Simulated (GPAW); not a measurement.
The system is C.

```
CELL_PARAMETERS angstrom
0.00000 1.78337 1.78337
1.78337 0.00000 1.78337
1.78337 1.78337 0.00000
ATOMIC_POSITIONS crystal
C 0.75000 0.75000 0.75000
C 0.50000 0.50000 0.50000
```

This isn't the form of C at room conditions, which is graphite.

Base run:

| Item | Value |
| --- | --- |
| Program | GPAW 26.7.0 |
| Functional | C09-vdW |
| Potentials or basis | GPAW PAW data sets (gpaw-data 1.2.1) |
| Cutoff | 800 eV |
| Basis | pw |
| k mesh | 10 × 10 × 10 |
| Occupations | fermi-dirac, width 0.05 eV |
| Spin | no spin polarisation |

Its results: band gap on the k mesh 4.15 eV, indirect (least direct gap 5.59 eV).

The run is repeated on the same cell with these changes: functional from C09-vdW to YS-PBE0; cutoff from 800 eV to 600 eV; k mesh from 10 × 10 × 10 to 6 × 6 × 6. What comes out?

Band gap on the k mesh 5.68 eV, indirect (least direct gap 7.24 eV).

Several settings changed at once, so the effect can't be laid on one alone.

Caveats: some runs use coarse meshes.

A k mesh can miss the band edges.
